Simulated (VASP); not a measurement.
Wanted: the native input for a VASP 6.6.1 run.

- Task: relaxation of cell and atoms
- Functional: rev-vdW-DF2
- Potentials or basis: VASP PAW PBE potentials, release 64 (Te, Mo_sv)
- Cutoff: 600 eV
- k mesh: 9 × 9 × 2
- Occupations: gaussian, width 0.03 eV
- Spin: no spin polarisation
- Further INCAR settings: ALGO = Normal; EDIFF = 1e-07; IBRION = 2; EDIFFG = -0.005; NSW = 90; ISIF = 3

The structure of Te2Mo lies in POSCAR:

```
Te2Mo                                   
1.0
    3.5332883511      0.0000000000     -0.0000000000
   -1.7666441755      3.0599174710     -0.0000000000
    0.0000000000     -0.0000000000     14.0481528708
  Te              Mo            
     4     2
Direct
     0.3333333332999970    0.6666666667000030    0.6207380608200002
     0.6666666667000030    0.3333333332999970    0.1207380608200001
     0.3333333332999970    0.6666666667000030    0.8792619391799998
     0.6666666667000030    0.3333333332999970    0.3792619391799999
     0.3333333332999970    0.6666666667000030    0.2500000000000000
     0.6666666667000030    0.3333333332999970    0.7500000000000000
```

The input as run:

INCAR

```
SYSTEM = Te2Mo
PREC = Accurate ; ENCUT = 600
EDIFF = 1E-7 ; ISMEAR = 0
SIGMA = 0.03 ; LREAL = .False.
LASPH = .True. ; NELM = 80
ALGO = Normal ; ISIF = 3
LWAVE = .False. ; LCHARG = .False.
GGA = MK ; LUSE_VDW = .True.
AGGAC = 0.0 ; PARAM1 = 0.1234
PARAM2 = 0.711357 ; ZAB_VDW = -1.8867
IBRION = 2 ; NSW = 90
EDIFFG = -0.005 ; KPAR = 2
```

KPOINTS

```
regular mesh
0
Gamma
  9 9 2
  0 0 0
```

Potentials or basis: VASP PAW PBE potentials, release 64 (Te, Mo_sv).

Run with:

```bash
$ cat potpaw_PBE.64/Te/POTCAR potpaw_PBE.64/Mo_sv/POTCAR > POTCAR
$ mpirun -np 2 vasp_std > vasp.out
```

It gave:

```yaml
Relaxed_volume: 25.37 Å³/atom
Relaxed_cell: a = 3.535 Å, b = 3.535 Å, c = 14.067 Å, α = 90.00°, β = 90.00°, γ = 120.00°
Space_group_after_relaxing_to_0.05_Å: P6_3/mmc (No. 194)
Energy_gained_by_relaxing: 0.0 meV/atom
Ionic_steps: 7
Pressure_after_relaxing: 0.0 GPa
Band_gap_on_the_k_mesh: 0.77 eV, indirect (least direct gap 1.02 eV)
```

Caveat: the PAW data sets were made with another functional, which shifts forces and pressure a little; spin-orbit coupling is left out, which moves the levels of the heavy elements; an odd mesh through Γ misses points on the zone boundary, where band edges often lie.

Run time: 11 min on 2 MPI ranks on Intel(R) Xeon(R) 6975P-C (Granite Rapids), with other jobs on the host, peak memory 0.78 GiB a rank.
